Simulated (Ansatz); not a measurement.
InP: band structure with PBE

**The experiment to reproduce.**

A printed reference work, data compilation reports, for a bulk crystal of InP at 1.6 K: band gap 1.4236 eV (direct).

The system is InP.

```
In P
1.0
     0.00000    2.93050    2.93050
     2.93050    0.00000    2.93050
     2.93050    2.93050    0.00000
In P
1 1
Direct
  0.00000 0.00000 0.00000
  0.75000 0.75000 0.75000
```

```yaml
Program: Ansatz 0.2.0
Task: band structure
Functional: PBE
Potentials_or_basis: Ansatz PAW
Cutoff: "420 eV (not typed: the program's choice for these potentials)"
k_mesh: 8 × 8 × 8
Occupations: fermi-dirac, width 0.05 eV
Spin: no spin polarisation
Path: "[[\"G\", \"X\", \"W\", \"K\", \"G\", \"L\", \"U\", \"W\", \"L\", \"K\"], [\"U\", \"X\"]]"
Points_for_each_segment_of_the_path: 14
```

- Pressure: 3.3 GPa
- Band gap on the k mesh: 0.72 eV, direct
- Band gap along the path: 0.72 eV, direct

Levels at the corners of the path, in eV from the valence-band top:
```
point  band 5  band 6  band 7  band 8  band 9  band 10  band 11  band 12  band 13  band 14
    Γ  -14.03  -11.52    0.00    0.00    0.00     0.72     4.09     4.09     4.09     8.59
    X  -14.00   -9.14   -5.75   -2.32   -2.32     1.77     2.27     9.21     9.59     9.59
    W  -14.02   -9.06   -5.60   -2.95   -2.91     4.29     4.38     5.57     6.20    10.19
    K  -14.01   -9.15   -5.60   -3.30   -1.94     2.36     4.39     7.50     7.53     8.26
    Γ  -14.03  -11.52    0.00    0.00    0.00     0.72     4.09     4.09     4.09     8.59
    L  -14.02   -9.79   -5.73   -0.97   -0.97     1.50     4.81     4.81     7.11     9.48
    U  -14.01   -9.15   -5.60   -3.30   -1.94     2.36     4.39     7.50     7.53     8.26
    W  -14.02   -9.06   -5.60   -2.95   -2.91     4.29     4.38     5.57     6.20    10.19
    L  -14.02   -9.79   -5.73   -0.97   -0.97     1.50     4.81     4.81     7.11     9.48
    K  -14.01   -9.15   -5.60   -3.30   -1.94     2.36     4.39     7.50     7.53     8.26
    U  -14.01   -9.15   -5.60   -3.30   -1.94     2.36     4.39     7.50     7.53     8.26
    X  -14.00   -9.14   -5.75   -2.32   -2.32     1.77     2.27     9.21     9.59     9.59
```

Wall time 3.3 s on 2 threads of Arm Neoverse V2 (shared host), peak memory 0.32 GiB.

Against the measured gap of InP, 1.4236 eV (direct; 1.6 K; a printed reference work, data compilation), the calculated 0.72 eV is off by -0.71 eV. Spin-orbit coupling on In is left out. The value is that of PBE, without temperature or zero-point motion. Semilocal functionals fall short of measured gaps as a rule.

Caveat: spin-orbit coupling is left out, which moves the levels of the heavy elements.
